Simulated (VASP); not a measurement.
GaSb: band structure with RPBE

**Measured values to compare with.**

From a printed reference work, data compilation, for a bulk crystal of GaSb at 4.2 K: band gap 0.811 eV (direct).

The system is GaSb.

```xyz
2
Lattice="0.0000 3.0590 3.0590 3.0590 0.0000 3.0590 3.0590 3.0590 0.0000" Properties=species:S:1:pos:R:3 pbc="T T T"
Sb    4.5885    4.5885    4.5885
Ga    0.0000    0.0000    0.0000
```

```
Program                : VASP 6.6.1
Task                   : band structure
Functional             : RPBE
Potentials or basis    : VASP PAW PBE potentials, release 64 (Sb, Ga_d)
Cutoff                 : 520 eV
k mesh                 : 8 × 8 × 8
Occupations            : fermi-dirac, width 0.05 eV
Spin                   : no spin polarisation
Further INCAR settings : ALGO = Fast; EDIFF = 1e-06
```

The pressure is 3.9 GPa and the band gap on the k mesh is 0.13 eV, direct. The band gap along the path is 0.13 eV, direct.

Levels at the corners of the path, in eV from the valence-band top:
```tsv
point	band 6	band 7	band 8	band 9	band 10	band 11	band 12	band 13
Γ	-11.44	0.00	0.00	0.00	0.13	2.79	2.79	2.79
X	-8.99	-6.78	-2.57	-2.57	0.98	1.35	8.72	8.72
X	-8.99	-6.78	-2.57	-2.57	0.98	1.35	8.72	8.72
W	-8.95	-6.65	-3.32	-3.10	3.72	4.41	4.46	4.81
W	-8.95	-6.65	-3.32	-3.10	3.72	4.41	4.46	4.81
K	-9.06	-6.60	-3.58	-2.18	1.48	3.94	6.66	6.82
K	-9.06	-6.60	-3.58	-2.18	1.48	3.94	6.66	6.82
Γ	-11.44	0.00	0.00	0.00	0.13	2.79	2.79	2.79
Γ	-11.44	0.00	0.00	0.00	0.13	2.79	2.79	2.79
L	-9.82	-6.33	-1.15	-1.15	0.48	3.77	3.77	6.63
L	-9.82	-6.33	-1.15	-1.15	0.48	3.77	3.77	6.63
U	-9.06	-6.60	-3.58	-2.18	1.48	3.94	6.66	6.82
U	-9.06	-6.60	-3.58	-2.18	1.48	3.94	6.66	6.82
W	-8.95	-6.65	-3.32	-3.10	3.72	4.41	4.46	4.81
W	-8.95	-6.65	-3.32	-3.10	3.72	4.41	4.46	4.81
L	-9.82	-6.33	-1.15	-1.15	0.48	3.77	3.77	6.63
L	-9.82	-6.33	-1.15	-1.15	0.48	3.77	3.77	6.63
K	-9.06	-6.60	-3.58	-2.18	1.48	3.94	6.66	6.82
U	-9.06	-6.60	-3.58	-2.18	1.48	3.94	6.66	6.82
X	-8.99	-6.78	-2.57	-2.57	0.98	1.35	8.72	8.72
```

Wall time 27 s on 1 thread of Intel(R) Xeon(R) 6975P-C (Granite Rapids), with other jobs on the host, peak memory 0.2 GiB.

Measured gap of GaSb: 0.811 eV (direct; 4.2 K; a printed reference work, data compilation). This calculation gives 0.13 eV (-0.68 eV). Spin-orbit coupling on Ga, Sb is left out. The value is that of RPBE, without temperature or zero-point motion. Semilocal functionals fall short of measured gaps as a rule.

Caveat: the PAW data sets were made with another functional, which shifts forces and pressure a little; spin-orbit coupling is left out, which moves the levels of the heavy elements.
